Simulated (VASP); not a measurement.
# KCl (Sylvite) (Fm-3m) in VASP: further runs

KCl (Sylvite) is run at these levels: PBE, r2SCAN; tasks: single point.

All numbers are computed with VASP 6.6.1; they aren't measurements. Logs are shortened: lines on timing, memory, paths and dates and some standing lists are left out, and cuts for length are marked.

**Measured values to compare with.**

A printed reference work, monograph reports, for a bulk crystal of KCl: band gap 8.68 eV.

The runs below are set against these values where they give the same quantity.

**1. The cell of the first run**

The structure is cubic, space group Fm-3m (No. 225). The conventional cell has a = 6.378 Å, b = 6.378 Å, c = 6.378 Å, α = 90.00°, β = 90.00°, γ = 90.00°. K (site symmetry m-3m) has 6 Cl at 3.19 Å within 4.2 Å. Within 4.2 Å of Cl (site symmetry m-3m) lie 6 K at 3.19 Å.

**2. Single point, PBE**

INCAR

```
  PREC = Accurate
  ENCUT = 520
  EDIFF = 1E-6
  ISMEAR = -1
  SIGMA = 0.02
  LREAL = False
  LASPH = True
  NELM = 60
  ALGO = Normal
  ISIF = 2
  LWAVE = False
  LCHARG = False
  GGA = PE
  NBANDS = 15
```

KPOINTS

```
Automatic mesh
0
Gamma
  6 6 6
```

POSCAR

```
KCl
1.0
    0.0000000000      3.1891817223      3.1891817223
    3.1891817223      0.0000000000      3.1891817223
    3.1891817223      3.1891817223      0.0000000000
K Cl
1 1
Direct
    0.0000000000      0.0000000000      0.0000000000
    0.5000000000      0.5000000000      0.5000000000
```

Potentials or basis: VASP PAW PBE potentials, release 64 (K_sv, Cl).

Started as:

```bash
> cat potpaw_PBE.64/K_sv/POTCAR potpaw_PBE.64/Cl/POTCAR > POTCAR
> mpirun -np 1 vasp_std > vasp.out
```

OUTCAR:

```text
PREC = Accurate
   ENCUT = 520
   EDIFF = 1E-6
   ISMEAR = -1
   LREAL = False
   LASPH = True
   NELM = 60
   ISIF = 2
   GGA = PE

 ion  position               nearest neighbor table
   1  0.000  0.000  0.000-   2 3.19   2 3.19   2 3.19   2 3.19   2 3.19   2 3.19
   2  0.500  0.500  0.500-   1 3.19   1 3.19   1 3.19   1 3.19   1 3.19   1 3.19

  LATTYP: Found a face centered cubic cell.
 ALAT       =     6.3783634446

  Lattice vectors:

 A1 = (   0.0000000000,   3.1891817223,   3.1891817223)
 A2 = (   3.1891817223,   0.0000000000,   3.1891817223)
 A3 = (   3.1891817223,   3.1891817223,   0.0000000000)

Analysis of symmetry for initial positions (statically):
=====================================================================
 Subroutine PRICEL returns:
 Original cell was already a primitive cell.

 Routine SETGRP: Setting up the symmetry group for a
 face centered cubic supercell.

 Subroutine GETGRP returns: Found 48 space group operations
 (whereof 48 operations were pure point group operations)
 out of a pool of 48 trial point group operations.

The static configuration has the point symmetry O_h .

Analysis of symmetry for dynamics (positions and initial velocities):
=====================================================================
 Subroutine PRICEL returns:
 Original cell was already a primitive cell.

 Routine SETGRP: Setting up the symmetry group for a
 face centered cubic supercell.

 Subroutine GETGRP returns: Found 48 space group operations
 (whereof 48 operations were pure point group operations)
 out of a pool of 48 trial point group operations.

The dynamic configuration has the point symmetry O_h .

 Subroutine INISYM returns: Found 48 space group operations
 (whereof 48 operations are pure point group operations),
 and found     1 'primitive' translations

----------------------------------------------------------------------------------------

                                     Primitive cell

  volume of cell :      64.8736

  direct lattice vectors                    reciprocal lattice vectors
     0.000000000  3.189181722  3.189181722    -0.156780028  0.156780028  0.156780028
     3.189181722  0.000000000  3.189181722     0.156780028 -0.156780028  0.156780028
     3.189181722  3.189181722  0.000000000     0.156780028  0.156780028 -0.156780028

  length of vectors
     4.510184045  4.510184045  4.510184045     0.271550974  0.271550974  0.271550974

  position of ions in fractional coordinates (direct lattice)
     0.000000000  0.000000000  0.000000000
     0.500000000  0.500000000  0.500000000

  ion indices of the primitive-cell ions
   primitive index   ion index
                 1           1
                 2           2

----------------------------------------------------------------------------------------

 KPOINTS: Automatic mesh

Automatic generation of k-mesh.
 Grid dimensions read from file:
 generate k-points for:    6    6    6

 Generating k-lattice:

  Cartesian coordinates                     Fractional coordinates (reciprocal lattice)
    -0.026130005  0.026130005  0.026130005     0.166666667  0.000000000  0.000000000
     0.026130005 -0.026130005  0.026130005     0.000000000  0.166666667  0.000000000
     0.026130005  0.026130005 -0.026130005     0.000000000  0.000000000  0.166666667

  Length of vectors
     0.045258496  0.045258496  0.045258496

  Shift w.r.t. Gamma in fractional coordinates (k-lattice)
     0.000000000  0.000000000  0.000000000

 Subroutine IBZKPT returns following result:
 ===========================================

 Found     16 irreducible k-points:

 Following reciprocal coordinates:
            Coordinates               Weight
  0.000000  0.000000  0.000000      1.000000
  0.166667  0.000000  0.000000      8.000000
  0.333333  0.000000  0.000000      8.000000
  0.500000  0.000000  0.000000      4.000000
  0.166667  0.166667  0.000000      6.000000
  0.333333  0.166667  0.000000     24.000000
[... 8 lines left out ...]
 -0.333333  0.333333  0.166667     24.000000
 -0.333333  0.500000  0.166667     12.000000
   k-points           NKPTS =     16   k-points in BZ     NKDIM =     16   number of bands    NBANDS=     15
   number of dos      NEDOS =    301   number of ions     NIONS =      2
   total plane-waves  NPLWV =  46656
   dimension x,y,z NGX =    36 NGY =   36 NGZ =   36
   dimension x,y,z NGXF=    72 NGYF=   72 NGZF=   72
   ions per type =               1   1
   NGX,Y,Z   is equivalent  to a cutoff of  13.27, 13.27, 13.27 a.u.
   NGXF,Y,Z  is equivalent  to a cutoff of  26.54, 26.54, 26.54 a.u.
 SYSTEM =  unknown system
   PREC   = accura    normal or accurate (medium, high low for compatibility)
   ISTART =      0    job   : 0-new  1-cont  2-samecut
   ICHARG =      2    charge: 1-file 2-atom 10-const
   ISPIN  =      1    spin polarized calculation?
   LNONCOLLINEAR =      F non collinear calculations
   LSORBIT =      F    spin-orbit coupling
   LASPH  =      T    aspherical Exc in radial PAW
   ENCUT  =  520.0 eV  38.22 Ry    6.18 a.u.   8.39  8.39  8.39*2*pi/ulx,y,z
   NELM   =     60;   NELMIN=  2; NELMDL= -5     # of ELM steps
   EDIFF  = 0.1E-05   stopping-criterion for ELM
   LREAL  =      F    real-space projection
   EDIFFG = 0.1E-04   stopping-criterion for IOM
   NSW    =      0    number of steps for IOM
   IBRION =     -1    ionic relax: 0-MD 1-quasi-New 2-CG
   NFREE  =      0    steps in history (QN), initial steepest desc. (CG)
   ISIF   =      2    stress and relaxation
   ISYM   =      2    0-nonsym 1-usesym 2-fastsym
   POTIM  = 0.5000    time-step for ionic-motion
   TEBEG  =    0.0;   TEEND  =   0.0 temperature during run
   PSTRESS=    0.0 pullay stress
   NELECT =      16.0000    total number of electrons
   NUPDOWN=      -1.0000    fix difference up-down
   EMIN   =  10.00;   EMAX   =-10.00  energy-range for DOS
   EFERMI =   0.00;   METHOD = LEGACY
   ISMEAR =    -1;   SIGMA  =   0.02  broadening in eV -4-tet -1-fermi 0-gaus
   EFERMI_NEDOS =   21; number of points for ismear=-14 and -15
   IALGO  =     38    algorithm
   IMIX   =      4    mixing-type and parameters
     AMIX     =   0.40;   BMIX     =  1.00
     AMIX_MAG =   1.60;   BMIX_MAG =  1.00
  volume/ion in A,a.u.               =      32.44       218.89
  Fermi-wavevector in a.u.,A,eV,Ry     =   1.026657  1.940101 14.340888  1.054026
  Thomas-Fermi vector in A             =   2.160562
   LORBIT       =      0    0 simple, 1 ext, 2 COOP (PROOUT), +10 PAW based schemes
   GGA     = PE    functional components
   LHFCALC =     F    Hartree Fock is set to
   AEXX    =    0.0000 exact exchange contribution
   IVDW    =     0    specifies the selected vdW correction
   LEPSILON=     F    determine dielectric tensor
   LRPA    =     F    only Hartree local field effects (RPA)
 non-spin polarized calculation
  energy-cutoff  :      520.00
  volume of cell :       64.87
 maximum number of plane-waves:      1807
 NGX is ok and might be reduce to    36
   NGX = 17   NGY = 17   NGZ = 17

 number of electron      15.9999998 magnetization

 Free energy of the ion-electron system (eV)
  ---------------------------------------------------
  ext. energy  EPLUGINS =         0.00000000
  ---------------------------------------------------
  free energy    TOTEN  =        -6.81093024 eV

  energy without entropy =       -6.81093024  energy(sigma->0) =       -6.81093024

 E-fermi :  -1.5133     XC(G=0):  -7.3754

 val. band max:       -1.9980744775   @ k =   0.0000   0.0000   0.0000
 cond. band min:       3.0522228643   @ k =   0.0000   0.0000   0.0000
 fundamental gap:      5.0502973419
 Fermi energy:        -1.5133373368

 k-point     1 :       0.0000    0.0000    0.0000
  band No.  band energies     occupation
      1     -29.2968      2.00000
      2     -14.0718      2.00000
      3     -12.7567      2.00000
      4     -12.7567      2.00000
      5     -12.7567      2.00000
      6      -1.9981      2.00000
      7      -1.9981      2.00000
      8      -1.9981      2.00000
      9       3.0522      0.00000
     10       6.3568      0.00000
     11       6.3568      0.00000
     12       6.3568      0.00000
     13       7.2114      0.00000
     14       7.2114      0.00000
     15      10.8372      0.00000

 k-point     2 :       0.1667    0.0000    0.0000
  band No.  band energies     occupation
      1     -29.2946      2.00000
      2     -14.1195      2.00000
      3     -12.7588      2.00000
      4     -12.7588      2.00000
      5     -12.6971      2.00000
      6      -2.2911      2.00000
      7      -2.0752      2.00000
      8      -2.0752      2.00000
      9       3.6644      0.00000
     10       6.1779      0.00000
     11       6.6869      0.00000
     12       6.6869      0.00000
     13       7.5589      0.00000
     14       7.5589      0.00000
     15      11.6909      0.00000

 k-point     3 :       0.3333    0.0000    0.0000
  band No.  band energies     occupation
      1     -29.2903      2.00000
      2     -14.2047      2.00000
      3     -12.7630      2.00000
      4     -12.7630      2.00000
      5     -12.5876      2.00000
      6      -2.7747      2.00000
      7      -2.2218      2.00000
      8      -2.2218      2.00000
      9       4.8874      0.00000
     10       6.1808      0.00000
     11       7.5804      0.00000
     12       7.5804      0.00000
     13       8.4413      0.00000
     14       8.4413      0.00000
     15      10.5848      0.00000
[... 199 lines left out ...]
 k-point    15 :      -0.3333    0.3333    0.1667
  band No.  band energies     occupation
      1     -29.2863      2.00000
      2     -14.1182      2.00000
      3     -12.8219      2.00000
      4     -12.8061      2.00000
      5     -12.6510      2.00000
      6      -2.6671      2.00000
      7      -2.4121      2.00000
      8      -2.3264      2.00000
      9       5.8740      0.00000
     10       6.1099      0.00000
     11       7.5642      0.00000
     12       7.8435      0.00000
     13       9.0467      0.00000
     14       9.5634      0.00000
     15       9.7161      0.00000

 k-point    16 :      -0.3333    0.5000    0.1667
  band No.  band energies     occupation
      1     -29.2856      2.00000
      2     -14.0490      2.00000
      3     -12.8588      2.00000
      4     -12.8223      2.00000
      5     -12.7060      2.00000
      6      -2.5446      2.00000
      7      -2.3907      2.00000
      8      -2.3400      2.00000
      9       5.2438      0.00000
     10       6.8038      0.00000
     11       6.8852      0.00000
     12       8.0007      0.00000
     13       8.8126      0.00000
     14       9.5464      0.00000
     15      10.0694      0.00000

------------------------ aborting loop because EDIFF is reached ----------------------------------------

  FORCE on cell =-STRESS in cart. coord.  units (eV):
  Direction    XX          YY          ZZ          XY          YZ          ZX
  --------------------------------------------------------------------------------------
  -------------------------------------------------------------------------------------
  Total        0.0179302      0.0179302      0.0179302      0.0000000     -0.0000000      0.0000000
  in kB        0.4428203      0.4428203      0.4428203      0.0000000     -0.0000000      0.0000000
  external PRESSURE =       0.4428203 kB  Pullay stress =       0.0000000 kB

 VOLUME and BASIS-vectors are now :
 -----------------------------------------------------------------------------
  energy-cutoff  :      520.00
  volume of cell :       64.87
      direct lattice vectors                 reciprocal lattice vectors
     0.000000000  3.189181722  3.189181722    -0.156780028  0.156780028  0.156780028
     3.189181722  0.000000000  3.189181722     0.156780028 -0.156780028  0.156780028
     3.189181722  3.189181722  0.000000000     0.156780028  0.156780028 -0.156780028

 POSITION                                       TOTAL-FORCE (eV/Angst)
 -----------------------------------------------------------------------------------
      0.00000      0.00000      0.00000        -0.000000     -0.000000     -0.000000
      3.18918      3.18918      3.18918         0.000000      0.000000      0.000000
 -----------------------------------------------------------------------------------
    total drift:                                0.000000      0.000000      0.000000

  FREE ENERGIE OF THE ION-ELECTRON SYSTEM (eV)
  ---------------------------------------------------
  free  energy   TOTEN  =        -6.8109302384 eV

  energy  without entropy=       -6.8109302384  energy(sigma->0) =       -6.81093024
```

It took 15 s on 1 thread of Intel Xeon Platinum 8259CL at 2.50GHz (Skylake/Cascade Lake), shared host; peak memory 0.2 GiB.

What came out:

```yaml
Free_energy: -6.8109 eV
Pressure: 0.0 GPa
Band_gap_on_the_k_mesh: 5.05 eV, direct
```

[end of part 1 of 2]
